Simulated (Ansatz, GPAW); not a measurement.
# Geometry or basis: what sets the conductance of C2 in line between two Al chains, part 2 of 2

How well does C2 in line between two Al chains conduct once its atoms have relaxed, and how much do cheaper levels lose?

GPAW 26.7.0 and Ansatz 0.2.0; Ansatz plane waves; relaxation of the junction with the lead ends held; PAW set soft_1 (the session's first sound run).

So far, transmission at the Fermi level (one spin): step 3 (plane waves, PBE) 0.223; step 4 (GPAW, dzp, PBE, GPAW) 0.248; step 5 (single-zeta polarised basis, PBE, GPAW) 0.220. Also open channels of the lead at the Fermi level (one spin): 2 in steps 3, 4 and 5.

### Step 6. GPAW, sz: basis = "sz(dzp)"

The minimal basis is the cheapest rung: no second zeta and no polarisation.

run.py

```python
import json
import numpy as np
from ase import Atoms
from ase.transport.calculators import TransportCalculator
from gpaw import GPAW, FermiDirac
from gpaw.lcao.tools import get_lcao_hamiltonian
from scipy.linalg import eigh

# The junction with lead layers at both ends, along the third cell vector
device = Atoms(
    ['Al', 'Al', 'Al', 'Al', 'Al', 'Al', 'Al', 'C', 'C', 'Al', 'Al', 'Al', 'Al', 'Al', 'Al', 'Al'],
    positions=[
        [4.50000, 4.50000, 1.20000],
        [4.50000, 4.50000, 3.60000],
        [4.50000, 4.50000, 6.00000],
        [4.50000, 4.50000, 8.40000],
        [4.50000, 4.50000, 10.80000],
        [3.70143, 3.69614, 13.13993],
        [4.66408, 4.56399, 15.43050],
        [4.46027, 4.35346, 17.35191],
        [4.50342, 4.34938, 18.60108],
        [4.34674, 4.59405, 20.52320],
        [5.11675, 3.54575, 22.81184],
        [4.50000, 4.50000, 25.15080],
        [4.50000, 4.50000, 27.55080],
        [4.50000, 4.50000, 29.95080],
        [4.50000, 4.50000, 32.35080],
        [4.50000, 4.50000, 34.75080]],
    cell=[[9.0, 0.0, 0.0], [0.0, 9.0, 0.0], [0.0, 0.0, 35.9508]],
    pbc=True)

# One principal layer of the lead: the first 4 atoms of the device
lead = Atoms(
    ['Al', 'Al', 'Al', 'Al'],
    positions=[
        [4.50000, 4.50000, 1.20000],
        [4.50000, 4.50000, 3.60000],
        [4.50000, 4.50000, 6.00000],
        [4.50000, 4.50000, 8.40000]],
    cell=[[9.0, 0.0, 0.0], [0.0, 9.0, 0.0], [0.0, 0.0, 9.6]],
    pbc=True)

settings = dict(mode='lcao', basis='sz(dzp)', xc='PBE', h=0.2,
                occupations=FermiDirac(0.1), maxiter=250,
                mixer=dict(beta=0.1, nmaxold=8, weight=100.0),
                convergence=dict(density=0.0001))
energies = np.arange(-2, 2 + 1e-9, 0.025)
eta = 0.0001
n1, n2 = 1, 1
# k and -k transmit alike, so half of the mesh across the current serves
mesh = [(i, j) for i in range(n1) for j in range(n2) if (i, j) <= (-i % n1, -j % n2)]
weights = np.array([1 if (i, j) == (-i % n1, -j % n2) else 2 for i, j in mesh]) / (n1 * n2)

# [... helper functions left out ...]
fermi_lead = ground_state(lead, (1, 1, 12), 'lead.txt')
fermi_device = ground_state(device, (1, 1, 2), 'device.txt')
# [... loop over the mesh left out, but for ...]
        # Shift the lead onto the potential of the device's first layer
        shift = ((H[:, 0, 0] - H0[:, 0, 0]) / S0[0, 0]).real.mean()
# [...]
kT = 8.617333e-5 * 300
bias = [0.1, 0.2, 0.5, 1.0, 1.5, 2.0]
# [... integrals and printing left out ...]
```

Launch:

```sh
OMP_NUM_THREADS=1 OPENBLAS_NUM_THREADS=1 python run.py
```

Run time: 34 s. Hardware: 1 thread of Arm Neoverse V2, shared host; peak memory 1 GiB.

Numbers from this step:

| Item | Value |
| --- | --- |
| conductance | 0.2266 G₀ |
| thermopower | -29.33 μV/K |
| largest coupling past the next principal layer | 9.58e-16 eV |
| largest misfit of the first principal layer | 0.05920 eV |
| shift that aligns the lead | 0.02688 eV |
| basis functions of the junction | 64 |
| basis functions of a principal layer | 16 |
| transmission at the Fermi level (one spin) | 0.2248 |

One spin. The transmission, zone mean by energy, zero at the Fermi level:

| energy (eV) | transmission, zone mean |
| --- | --- |
| -2.000 | 0.322 |
| -1.900 | 0.293 |
| -1.800 | 0.170 |
| -1.700 | 1.7e-7 |
| -1.600 | 3.2e-10 |
| -1.500 | 3.3e-11 |
| -1.400 | 7.9e-12 |
| -1.300 | 2.9e-12 |
| -1.200 | 1.5e-12 |
| -1.100 | 1.0e-12 |
| -1.000 | 0 |
| -0.900 | 1.1e-12 |
| -0.800 | 2.2e-12 |
| -0.700 | 1.2e-11 |
| -0.600 | 4.0e-8 |
| -0.500 | 9.9e-11 |
| -0.400 | 1.4e-8 |
| -0.300 | 0.0341 |
| -0.200 | 0.0746 |
| -0.100 | 0.143 |
| 0.000 | 0.225 |
| 0.100 | 0.325 |
| 0.200 | 0.463 |
| 0.300 | 0.644 |
| 0.400 | 0.826 |
| 0.500 | 0.965 |
| 0.600 | 1.09 |
| 0.700 | 1.33 |
| 0.800 | 1.45 |
| 0.900 | 1.55 |
| 1.000 | 1.62 |
| 1.100 | 1.68 |
| 1.200 | 1.72 |
| 1.300 | 1.75 |
| 1.400 | 1.77 |
| 1.500 | 1.78 |
| 1.525 | 1.78 |
| 1.600 | 1.78 |
| 1.700 | 1.77 |
| 1.800 | 1.75 |
| 1.900 | 1.74 |
| 2.000 | 1.72 |

The conductance, 0.227 G₀, lies 10 % below that of the dzp run.

### Step 7. LDA in the dzp basis: xc = "LDA"

Back in the dzp basis, the functional changes from PBE to LDA, to set the spread between functionals beside that between bases.

run.py, as its differences from that of step 6:

```diff
@@ -42,3 +42,3 @@
 
-settings = dict(mode='lcao', basis='sz(dzp)', xc='PBE', h=0.2,
+settings = dict(mode='lcao', basis='dzp', xc='LDA', h=0.2,
                 occupations=FermiDirac(0.1), maxiter=250,
```

Elapsed: 55 s, on 1 thread; peak memory 1.2 GiB.

This step gave:

| Property | Result |
| --- | --- |
| conductance | 0.2800 G₀ |
| thermopower | -31.18 μV/K |
| largest coupling past the next principal layer | 1.29e-15 eV |
| largest misfit of the first principal layer | 0.04135 eV |
| shift that aligns the lead | 0.01438 eV |
| basis functions of the junction | 208 |
| basis functions of a principal layer | 52 |
| transmission at the Fermi level (one spin) | 0.2773 |

The conductance, 0.280 G₀, lies 12 % above that of the dzp run.

### Step 8. Without the relaxation: geometry = "as built"

The dzp basis with PBE on the structure as first built shows what the relaxation was worth.

run.py, as its differences from that of step 7:

```diff
@@ -17,8 +17,8 @@
         [4.50000, 4.50000, 10.80000],
-        [3.70143, 3.69614, 13.13993],
-        [4.66408, 4.56399, 15.43050],
-        [4.46027, 4.35346, 17.35191],
-        [4.50342, 4.34938, 18.60108],
-        [4.34674, 4.59405, 20.52320],
-        [5.11675, 3.54575, 22.81184],
+        [4.50000, 4.50000, 13.20000],
+        [4.50000, 4.50000, 15.60000],
+        [4.50000, 4.50000, 17.35540],
+        [4.50000, 4.50000, 18.59540],
+        [4.50000, 4.50000, 20.35080],
+        [4.50000, 4.50000, 22.75080],
         [4.50000, 4.50000, 25.15080],
@@ -42,3 +42,3 @@
 
-settings = dict(mode='lcao', basis='dzp', xc='LDA', h=0.2,
+settings = dict(mode='lcao', basis='dzp', xc='PBE', h=0.2,
                 occupations=FermiDirac(0.1), maxiter=250,
```

Wall time 54 s (1 thread); peak memory 1.2 GiB.

Numbers from this step:

* conductance: 1.757 G₀
* largest coupling past the next principal layer: 1.42e-15 eV
* largest misfit of the first principal layer: 0.02184 eV
* shift that aligns the lead: -0.003833 eV
* transmission at the Fermi level (one spin): 1.762

The conductance, 1.76 G₀, lies a factor of 7.0 above that of the dzp run.

### Step 9. All levels side by side

Times are wall times on the hardware named with each run. Results by setting:

| no. | run | conductance (G₀) | time | memory (GiB) |
| --- | --- | --- | --- | --- |
| 1 | pw PBE | 0.2266 | 34 s | 2.2 |
| 2 | dzp | 0.2507 | 74 s | 1.1 |
| 3 | szp | 0.2224 | 58 s | 1.1 |
| 4 | sz | 0.2266 | 34 s | 1.0 |
| 5 | dzp LDA | 0.2800 | 55 s | 1.2 |
| 6 | asbuilt | 1.757 | 54 s | 1.2 |

### Step 10. The levels side by side

The curves are compared point by point over the common energies.

This step: comparison of transmission and cost over codes, levels and geometry; PAW set soft_1 (GPAW 26.7.0).

Ladder, by row:

| step | code | T at the Fermi level (sum over the listed spins) | conductance (G0) | r.m.s. T(E) from the first | wall time (s) | peak memory (GiB) | threads |
| --- | --- | --- | --- | --- | --- | --- | --- |
| pw-pbe | Ansatz | 0.2234 | 0.2266 | 0 | 33.56 | 2.234 | 4 |
| dzp | GPAW | 0.2478 | 0.2507 | 0.07073 | 74.16 | 1.15 | 1 |
| szp | GPAW | 0.2201 | 0.2224 | 0.1071 | 57.9 | 1.13 | 1 |
| sz | GPAW | 0.2248 | 0.2266 | 0.1209 | 33.66 | 1.02 | 1 |
| dzp-LDA | GPAW | 0.2773 | 0.28 | 0.1008 | 54.77 | 1.16 | 1 |
| asbuilt | GPAW | 1.762 | 1.757 | 0.6921 | 54.18 | 1.16 | 1 |

Table of transmission, zone mean, sum over the listed spins by energy, zero at the Fermi level:

| energy (eV) | pw-pbe | dzp | szp | sz | dzp-LDA | asbuilt |
| --- | --- | --- | --- | --- | --- | --- |
| -2.0000 | 0.255 | 0.275 | 0.253 | 0.322 | 0.257 | 0.0206 |
| -1.7500 | 0.292 | 0.314 | 0.201 | 0.0792 | 0.317 | 0.0136 |
| -1.5000 | 0.123 | 0.126 | 0.0419 | 3.3e-11 | 0.142 | 0.00624 |
| -1.2500 | 2.4e-4 | 2.4e-9 | 1.1e-10 | 2.0e-12 | 4.3e-9 | 1.1e-10 |
| -1.0000 | 0 | 1.4e-11 | 6.0e-12 | 8.9e-13 | 1.6e-11 | 2.6e-12 |
| -0.7500 | 0 | 9.8e-12 | 9.6e-12 | 4.2e-12 | 1.1e-11 | 1.9e-12 |
| -0.5000 | 0 | 5.9e-9 | 2.8e-10 | 9.9e-11 | 2.9e-8 | 5.0e-12 |
| -0.2500 | 0.0495 | 0.0530 | 0.0389 | 0.0507 | 0.0561 | 1.52 |
| 0.0000 | 0.223 | 0.248 | 0.220 | 0.225 | 0.277 | 1.76 |
| 0.2500 | 0.578 | 0.625 | 0.579 | 0.550 | 0.679 | 1.73 |
| 0.5000 | 0.964 | 1.01 | 0.967 | 0.965 | 1.06 | 1.73 |
| 0.7500 | 1.26 | 1.28 | 1.31 | 1.39 | 1.36 | 1.81 |
| 1.0000 | 1.71 | 1.72 | 1.70 | 1.62 | 1.77 | 1.97 |
| 1.2500 | 1.78 | 1.80 | 1.82 | 1.74 | 1.85 | 2.04 |
| 1.3500 | 1.77 | 1.80 | 1.83 | 1.76 | 1.85 | 2.05 |
| 1.5000 | 1.69 | 1.77 | 1.81 | 1.78 | 1.81 | 2.06 |
| 1.7500 | 1.49 | 1.67 | 1.75 | 1.76 | 1.72 | 2.06 |
| 2.0000 | 1.36 | 1.61 | 1.75 | 1.72 | 1.67 | 2.06 |

### Step 11. Other settings

One more run, with changed settings.

This step: GPAW LCAO, PAW setups; Landauer transmission from Green's functions with principal layers (ASE), zero bias (GPAW 26.7.0).

run.py, as its differences from that of step 8:

```diff
@@ -17,8 +17,8 @@
         [4.50000, 4.50000, 10.80000],
-        [4.50000, 4.50000, 13.20000],
-        [4.50000, 4.50000, 15.60000],
-        [4.50000, 4.50000, 17.35540],
-        [4.50000, 4.50000, 18.59540],
-        [4.50000, 4.50000, 20.35080],
-        [4.50000, 4.50000, 22.75080],
+        [3.70143, 3.69614, 13.13993],
+        [4.66408, 4.56399, 15.43050],
+        [4.46027, 4.35346, 17.35191],
+        [4.50342, 4.34938, 18.60108],
+        [4.34674, 4.59405, 20.52320],
+        [5.11675, 3.54575, 22.81184],
         [4.50000, 4.50000, 25.15080],
@@ -43,3 +43,3 @@
 settings = dict(mode='lcao', basis='dzp', xc='PBE', h=0.2,
-                occupations=FermiDirac(0.1), maxiter=250,
+                occupations=FermiDirac(0.1), maxiter=5,
                 mixer=dict(beta=0.1, nmaxold=8, weight=100.0),
```

The job ended after 5.6 s (1 thread; peak memory 0.37 GiB).

The fault put into the input: too few SCF iterations (maxiter = 5).

### Step 12. Summary of results

- conductance: 0.251 G₀
- transmission at the Fermi level, mean of the spins: 0.248
- thermopower: -31.0 μV/K
- open channels of the lead there: 2

**Reading.** In the dzp basis the junction conducts 0.251 G₀ at 300 K, with T = 0.248 a spin at the Fermi level; the sz basis reaches that conductance within 10 %. Relaxation moved atoms by up to 1.1 Å and took the conductance from 1.76 to 0.251 G₀, as a ratio a larger change than the step from dzp to the minimal basis. Plane waves (PBE) give T = 0.223 there. The scatterer reflects about 88 % of the incoming channels at the Fermi level. At the Fermi level two eigenchannels carry the current (0.13 and 0.12). The negative thermopower says that the thermally weighted transmission is larger above the Fermi level, as for electron-like transport. Measured against the first run (pw-pbe), the nearest curve is that of dzp (r.m.s. 0.071) and the farthest that of asbuilt (0.69). Over the compared runs wall time goes from 34 s (pw-pbe) to 74 s (dzp), on a shared host; the plane-wave run used 4 threads and the orbital runs 1. The leads kept an estimated spacing and the cell its length, so the junction may be under some tension or compression. Energies count from the junction cell's Fermi level; in the run with T = 0.248 there, the aligned lead's own level lies at 0.013 eV, where T interpolates to 0.261; the finite cell leaves the answer open by at least that much. An evenly spaced straight chain is an idealisation: free chains tend to dimerise, zigzag or, where a band edge lies near the Fermi level, turn magnetic. The currents use the zero-bias T(E) throughout, which holds only while the bias is small against the distance to the nearest feature.

[Logs are printed without paths, hosts, clocks, repeated set-up lines and the standing remarks that a program may print on its own settings, such as how far it seeks lower states.]

[Hosts, paths, dates, database ids (printed as entryN), source tags and the programs' standing remarks are cut or masked in the printed files.]
